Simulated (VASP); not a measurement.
# MgO: convergence, phonon dispersion from a supercell

MgO, Fm-3m (no. 225), 2 atoms in the cell. PBEsol, phonon dispersion from a supercell; PAW potentials Mg, O (PBE set). VASP 6.6.1.

Wanted: frequencies at the zone-boundary points of the path within 3 %; vibrational free energy at 300 K within 0.001 eV/atom.

Geometry: relaxed with this functional; Long-range dipole term: yes.

The series start from Plane-wave cutoff (eV): 520; k mesh: 8x8x8; SCF threshold (eV): 1e-7; Precision mode: Accurate; Projectors in real space: False; Displacements: NFREE 2; Supercell: 2x2x2. Each series keeps the choices made before it, and each single choice may use up half of a tolerance. Times cover all steps of a run.

## Plane-wave cutoff (eV)

| Plane-wave cutoff (eV) | Frequencies at the zone-boundary points of the path, largest deviation against the largest value | Vibrational free energy at 300 K (eV/atom) | Time (s) |
|---|---|---|---|
| 320 | 3.4 % | 0.0592 | 33 |
| 400 | 0.52 % | 0.0569 | 38 |
| 460 | 0.12 % | 0.0572 | 47 |
| 520 | 0.15 % | 0.0572 | 55 |
| 640 (reference) | 0 % | 0.0571 | 84 |

## k mesh

| k mesh | Frequencies at the zone-boundary points of the path, largest deviation against the largest value | Vibrational free energy at 300 K (eV/atom) | Time (s) |
|---|---|---|---|
| 3x3x3 | 0.46 % | 0.0568 | 33 |
| 5x5x5 | 0.072 % | 0.0569 | 33 |
| 6x6x6 | 0.072 % | 0.0569 | 34 |
| 8x8x8 | 0.034 % | 0.0569 | 38 |
| 11x11x11 (reference) | 0 % | 0.0569 | 64 |

## SCF threshold (eV)

| SCF threshold (eV) | Frequencies at the zone-boundary points of the path, largest deviation against the largest value | Vibrational free energy at 300 K (eV/atom) | Time (s) |
|---|---|---|---|
| 0.0001 | 5.3 % | 0.0602 | 26 |
| 1e-5 | 0.64 % | 0.0564 | 28 |
| 1e-6 | 0.25 % | 0.0568 | 32 |
| 1e-7 (reference) | 0 % | 0.0568 | 33 |

## Precision mode

| Precision mode | Frequencies at the zone-boundary points of the path, largest deviation against the largest value | Vibrational free energy at 300 K (eV/atom) | Time (s) |
|---|---|---|---|
| Accurate | 0 % | 0.0564 | 28 |
| Normal | 0.63 % | 0.0561 | 23 |
| Single | 0.9 % | 0.0558 | 24 |

## Projectors in real space

| Projectors in real space | Frequencies at the zone-boundary points of the path, largest deviation against the largest value | Vibrational free energy at 300 K (eV/atom) | Time (s) |
|---|---|---|---|
| False | 0 % | 0.0564 | 28 |
| Auto | 0.072 % | 0.0564 | 31 |

## Displacements

| Displacements | Frequencies at the zone-boundary points of the path, largest deviation against the largest value | Vibrational free energy at 300 K (eV/atom) | Time (s) |
|---|---|---|---|
| NFREE 2 | 0 % | 0.0564 | 28 |
| NFREE 1 | 0.97 % | 0.0566 | 26 |
| perturbation theory (IBRION 8) | 0.45 % | 0.0565 | 43 |

## Supercell

| Supercell | Frequencies at the zone-boundary points of the path, largest deviation against the largest value | Vibrational free energy at 300 K (eV/atom) | Time (s) |
|---|---|---|---|
| 2x2x2 | 3.3 % | 0.0564 | 28 |
| 3x3x3 (reference) | 0 % | 0.0561 | 106 |

## Question

The rows run from the loosest to the tightest (no order: precision mode, projectors in real space, displacements). For each series: choose the loosest value from which every tighter one stays within half of the tolerance; where there is no order, keep the first row unless others stay within half of the tolerance and take at least 30 % less time, and then take the fastest.

## Answer

- Plane-wave cutoff (eV): 400
- k mesh: 3x3x3
- SCF threshold (eV): 1e-5
- Precision mode: Accurate
- Projectors in real space: False
- Displacements: NFREE 2
- Supercell: 3x3x3, the tightest run, since the next looser one is off by more than half of the tolerance (convergence isn't shown beyond it)

## All choices together

| Input | Frequencies at the zone-boundary points of the path, largest deviation against the largest value | Vibrational free energy at 300 K (eV/atom) | Time (s) |
|---|---|---|---|
| program defaults, KSPACING-like mesh of 0.5 per A (naive) | 4 % | 0.0568 | 25 |
| chosen settings | 0.22 % | 0.0573 | 208 |
| reference settings throughout | 0 % | 0.0572 | 1542 |

The chosen settings stay within the tolerance of the reference run, but the reference itself isn't shown to be converged in: Supercell.

3 cheaper combinations failed this check first and made the worst setting one step tighter.

## The input

INCAR.step1:
```
PREC = Accurate
ENCUT = 460
EDIFF = 1E-8
ISMEAR = 0
SIGMA = 0.02
LREAL = F
LASPH = T
ALGO = Normal
NELM = 120
LWAVE = F
LCHARG = F
GGA = PS
LEPSILON = T
KPAR = 8
```

INCAR.step2:
```
PREC = Accurate
ENCUT = 460
EDIFF = 1E-6
ISMEAR = 0
SIGMA = 0.02
LREAL = F
LASPH = T
ALGO = Normal
NELM = 120
LWAVE = F
LCHARG = F
GGA = PS
LPHON_DISPERSION = T
PHON_NWRITE = -2
KPAR = 2
IBRION = 6
NFREE = 2
POTIM = 0.015
NSW = 1
ISIF = 2
LPHON_POLAR = T
PHON_DIELECTRIC = 3.1606 0.0000 0.0000 0.0000 3.1606 0.0000 0.0000 0.0000 3.1606
PHON_BORN_CHARGES = 1.9638 0.0000 0.0000 0.0000 1.9638 0.0000 0.0000 0.0000 1.9638 -1.9638 0.0000 0.0000 0.0000 -1.9638 0.0000 0.0000 0.0000 -1.9638
```

INCAR.step3, as INCAR.step2 but for:
```
+ CHECKPOINT_FD = CONTINUE
+ PHON_DOS = 2
```

KPOINTS.step1:
```
k-points
0
Gamma
  13 13 13
```

KPOINTS.step2:
```
Automatic mesh
0
Gamma
  2 2 2
  0 0 0
```

QPOINTS.step2:
```
path GXWKGLUWLK,UX
8
line-mode
reciprocal
 0.0000000000  0.0000000000  0.0000000000  G
 0.5000000000  0.0000000000  0.5000000000  X

 0.5000000000  0.0000000000  0.5000000000  X
 0.5000000000  0.2500000000  0.7500000000  W

 0.5000000000  0.2500000000  0.7500000000  W
 0.3750000000  0.3750000000  0.7500000000  K

 0.3750000000  0.3750000000  0.7500000000  K
[... 10 lines left out ...]

 0.5000000000  0.2500000000  0.7500000000  W
 0.5000000000  0.5000000000  0.5000000000  L

 0.5000000000  0.5000000000  0.5000000000  L
 0.3750000000  0.3750000000  0.7500000000  K

 0.6250000000  0.2500000000  0.6250000000  U
 0.5000000000  0.0000000000  0.5000000000  X
```

QPOINTS.step3:
```
q mesh
0
Gamma
  15 15 15
  0 0 0
```

POSCAR.step1:
```
MgO
1.0
    0.0000000000      2.1038919994      2.1038919994
    2.1038919994      0.0000000000      2.1038919994
    2.1038919994      2.1038919994      0.0000000000
Mg O
1 1
Direct
    0.0000000000      0.0000000000      0.0000000000
    0.5000000000      0.5000000000      0.5000000000
```

POSCAR.step2:
```
MgO
 1.0000000000000000
     0.0000000000000000    6.3116759983101911    6.3116759983101911
     6.3116759983101911    0.0000000000000000    6.3116759983101911
     6.3116759983101911    6.3116759983101911    0.0000000000000000
 Mg  O
  27  27
Direct
  0.0000000000000000  0.0000000000000000 -0.0000000000000000
  0.0000000000000000  0.0000000000000000  0.3333333333333333
  0.0000000000000000  0.0000000000000000  0.6666666666666666
  0.0000000000000000  0.3333333333333333 -0.0000000000000000
 -0.0000000000000001  0.3333333333333333  0.3333333333333334
 -0.0000000000000001  0.3333333333333333  0.6666666666666667
  0.0000000000000000  0.6666666666666666 -0.0000000000000000
 -0.0000000000000001  0.6666666666666667  0.3333333333333334
 -0.0000000000000001  0.6666666666666665  0.6666666666666667
  0.3333333333333333  0.0000000000000000 -0.0000000000000000
  0.3333333333333333 -0.0000000000000001  0.3333333333333334
  0.3333333333333333 -0.0000000000000001  0.6666666666666667
  0.3333333333333333  0.3333333333333333 -0.0000000000000000
  0.3333333333333333  0.3333333333333333  0.3333333333333333
  0.3333333333333333  0.3333333333333333  0.6666666666666667
  0.3333333333333333  0.6666666666666666 -0.0000000000000000
  0.3333333333333331  0.6666666666666665  0.3333333333333334
  0.3333333333333334  0.6666666666666666  0.6666666666666666
  0.6666666666666666  0.0000000000000000 -0.0000000000000000
  0.6666666666666667 -0.0000000000000001  0.3333333333333334
  0.6666666666666665 -0.0000000000000001  0.6666666666666667
  0.6666666666666666  0.3333333333333333 -0.0000000000000000
  0.6666666666666665  0.3333333333333331  0.3333333333333334
  0.6666666666666666  0.3333333333333334  0.6666666666666666
  0.6666666666666666  0.6666666666666666 -0.0000000000000000
  0.6666666666666666  0.6666666666666666  0.3333333333333334
  0.6666666666666666  0.6666666666666666  0.6666666666666666
  0.1666666666666667  0.1666666666666667  0.1666666666666667
  0.1666666666666666  0.1666666666666666  0.5000000000000000
  0.1666666666666666  0.1666666666666666  0.8333333333333334
  0.1666666666666666  0.4999999999999999  0.1666666666666667
  0.1666666666666664  0.4999999999999998  0.5000000000000002
  0.1666666666666666  0.4999999999999998  0.8333333333333334
  0.1666666666666667  0.8333333333333334  0.1666666666666666
  0.1666666666666665  0.8333333333333330  0.5000000000000001
  0.1666666666666668  0.8333333333333333  0.8333333333333333
  0.4999999999999999  0.1666666666666666  0.1666666666666667
  0.4999999999999998  0.1666666666666664  0.5000000000000002
  0.4999999999999998  0.1666666666666666  0.8333333333333334
  0.4999999999999999  0.4999999999999999  0.1666666666666667
  0.4999999999999999  0.4999999999999999  0.4999999999999999
  0.4999999999999998  0.4999999999999998  0.8333333333333334
  0.4999999999999998  0.8333333333333333  0.1666666666666668
  0.4999999999999998  0.8333333333333333  0.5000000000000000
  0.5000000000000000  0.8333333333333333  0.8333333333333333
  0.8333333333333334  0.1666666666666667  0.1666666666666666
  0.8333333333333330  0.1666666666666665  0.5000000000000001
  0.8333333333333333  0.1666666666666668  0.8333333333333333
  0.8333333333333330  0.4999999999999997  0.1666666666666669
  0.8333333333333333  0.4999999999999998  0.5000000000000000
  0.8333333333333333  0.5000000000000000  0.8333333333333333
  0.8333333333333333  0.8333333333333333  0.1666666666666668
  0.8333333333333333  0.8333333333333333  0.5000000000000000
  0.8333333333333333  0.8333333333333333  0.8333333333333333
```

Commands (each step's output is kept before the next begins):
```
cat potpaw_PBE.64/Mg/POTCAR potpaw_PBE.64/O/POTCAR > POTCAR
cp INCAR.step1 INCAR
cp KPOINTS.step1 KPOINTS
cp POSCAR.step1 POSCAR
mpirun -np 8 vasp_std > vasp.out
rm WAVECAR CHG
cp INCAR.step2 INCAR
cp KPOINTS.step2 KPOINTS
cp POSCAR.step2 POSCAR
cp QPOINTS.step2 QPOINTS
mpirun -np 8 vasp_std > vasp.out
cp INCAR.step3 INCAR
cp QPOINTS.step3 QPOINTS
mpirun -np 8 vasp_std > vasp.out
```

The chosen input took VASP 6.6.1 208 s on 8 cores (Intel Xeon 6975P-C (Granite Rapids)), a shared host.

## An input that fails: primitive cell taken as the supercell

It runs to its end, but against the unchanged starting input it is off by 86 % in the frequencies at the zone-boundary points of the path, 0.0188 eV/atom in the vibrational free energy at 300 K.

Supercell: 2 × 2 × 2 becomes 1 × 1 × 1.
